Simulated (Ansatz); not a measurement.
I need an SCF with some post-processing of RbCl, space group Fm-3m. Use Ansatz 0.2.0, Python API. Level of theory: PBEsol, PAW, the default cutoff (420 eV here), 4×4×4 k-points, fixed occupations.

```cif
data_structure
_symmetry_space_group_name_H-M 'P 1'
_symmetry_Int_Tables_number 1
_cell_length_a 4.6301
_cell_length_b 4.6301
_cell_length_c 4.6301
_cell_angle_alpha 60.000
_cell_angle_beta 60.000
_cell_angle_gamma 60.000
_cell_volume 70.19
loop_
_atom_site_label
_atom_site_type_symbol
_atom_site_fract_x
_atom_site_fract_y
_atom_site_fract_z
_atom_site_occupancy
Rb1 Rb 0.00000 0.00000 0.00000 1
Cl1 Cl 0.50000 0.50000 0.50000 1
```

`run_analyse.py`:
```python
"""Electronic structure of RbCl, looked at from several sides."""

import warnings

import ansatz as az
from ase.data import atomic_numbers
import numpy as np
from pymatgen.core import Lattice, Structure
from pymatgen.core import Structure
from pymatgen.io.ase import AseAtomsAdaptor
import spglib

XC = "PBEsol"
SMEARING = "fixed"


def main() -> None:
    warnings.simplefilter("ignore", az.DeckWarning)

    pmg_structure = Structure(
        Lattice([[0.0, 3.274, 3.274], [3.274, 0.0, 3.274], [3.274, 3.274, 0.0]]),
        ["Rb", "Cl"],
        [
            [0.0, 0.0, 0.0],
            [0.5, 0.5, 0.5],
        ],
    )
    system = az.Crystal.from_ase(AseAtomsAdaptor.get_atoms(pmg_structure))

    base = (
        system.calculation()
        .kpoints(4, center="gamma")
        .functional(XC)
        .occupations(SMEARING)
        .bader_charges()
        .band_table()
    )
    res = base.run(threads=1, pin="off")
    data = res.report

    for key in ("converged", "n_iterations", "n_electrons", "n_kpoints", "n_pw", "n_symmetry_ops", "free_energy_ev", "fermi_energy_ev"):
        print(f"{key:18s} {data[key]}")

    final = Structure(res.lattice.cell_ang, [s.symbol for s in res.lattice.sites], [s.position_frac for s in res.lattice.sites])
    print(final)

    charges = res.bader_charges()
    for atom in charges.atoms:
        print(f"Bader charge {atom.symbol:2s} {atom.partial_charge_e:+.3f} e")

    distances = np.array([n.nn_distance for shell in final.get_all_neighbors(5.0) for n in shell])
    values, counts = np.unique(distances.round(2), return_counts=True)
    print("distance (A)  neighbours per atom")
    for value, count in list(zip(values, counts))[:14]:
        print(f"{value:10.2f} {count / len(final):10.2f}")

    spg_cell = (res.lattice.cell_ang, [s.position_frac for s in res.lattice.sites], [atomic_numbers[s.symbol] for s in res.lattice.sites])
    # the group found depends on the tolerance
    found = spglib.get_symmetry_dataset(spg_cell, symprec=1e-3)
    print(found.international, found.number, "point group", found.pointgroup)
    for site, letter, group in zip(res.lattice.sites, found.wyckoffs, found.site_symmetry_symbols):
        print(f"  {site.symbol:2s} Wyckoff {letter}  site symmetry {group}")

    # band edges over the mesh points; the true edges can lie between them
    levels = np.array(data["eigenvalues_ev"])
    filled = round(data["n_electrons"] / 2)
    top, bottom = levels[:, filled - 1], levels[:, filled]
    print("top of band", filled, "at k =", data["kpoints_frac"][top.argmax()], f"{top.max():.4f} eV")
    print("bottom of band", filled + 1, "at k =", data["kpoints_frac"][bottom.argmin()], f"{bottom.min():.4f} eV")
    print(f"gap by band count {bottom.min() - top.max():.3f} eV, least direct gap {(bottom - top).min():.3f} eV")

    table = np.array(data["eigenvalues_ev"]) - data["fermi_energy_ev"]
    filling = np.array(data["occupations"])
    weights = np.tile(data["kweights"], len(table) // len(data["kweights"]))
    print("band   lowest  highest (eV from E_F)  electrons")
    for band in range(table.shape[1]):
        if table[:, band].max() > -8:
            print(f"{band + 1:4d} {table[:, band].min():8.3f} {table[:, band].max():8.3f} {weights @ filling[:, band]:18.4f}")
    print("electrons counted from the table:", round(float(weights @ filling.sum(axis=1)), 5))


if __name__ == "__main__":
    main()
```

`python run_analyse.py` gives:
```text
converged          True
n_iterations       6
n_electrons        16.0
n_kpoints          8
n_pw               1363
n_symmetry_ops     48
free_energy_ev     -4281.682070038387
fermi_energy_ev    1.0261570228242494
Full Formula (Rb1 Cl1)
Reduced Formula: RbCl
abc   :   4.630135   4.630135   4.630135
angles:  60.000000  60.000000  60.000000
pbc   :       True       True       True
Sites (2)
  #  SP      a    b    c
---  ----  ---  ---  ---
  0  Rb    0    0    0
  1  Cl    0.5  0.5  0.5
Bader charge Rb +0.832 e
Bader charge Cl -0.832 e
distance (A)  neighbours per atom
      3.27       6.00
      4.63      12.00
Fm-3m 225 point group m-3m
  Rb Wyckoff a  site symmetry m-3m
  Cl Wyckoff b  site symmetry m-3m
top of band 8 at k = [0.0, 0.0, 0.0] 1.0262 eV
bottom of band 9 at k = [0.0, 0.0, 0.0] 5.9170 eV
gap by band count 4.891 eV, least direct gap 4.891 eV
band   lowest  highest (eV from E_F)  electrons
   3   -8.176   -7.894             2.0000
   4   -8.091   -7.894             2.0000
   5   -8.005   -7.864             2.0000
   6   -0.910   -0.000             2.0000
   7   -0.359   -0.000             2.0000
   8   -0.359    0.000             2.0000
   9    4.891    7.638             0.0000
  10    6.764    8.006             0.0000
  11    7.903   10.149             0.0000
  12    7.903   10.194             0.0000
electrons counted from the table: 16.0
```

Total energies depend on the potentials; only differences at equal settings carry meaning. Semilocal gaps usually lie well under measured ones. Under fixed occupations the level called the Fermi level is the highest filled one on the SCF mesh; off the mesh a filled band can lie a little above it. Only differences from the Fermi energy are physical; the zero of the scale is a convention. The structure is a deposited one; some such entries were measured under pressure or heat, so a shift against it needn't be the functional's error alone. Gaps and levels are Kohn-Sham values on a finite set of k-points, without spin-orbit coupling. Wall time of the script: 14 s on 1 thread of AMD EPYC 7R13 Processor (Zen 3) (shared host), peak memory 0.41 GiB.

(Lines on the test bed's own set-up are left out of the output.)
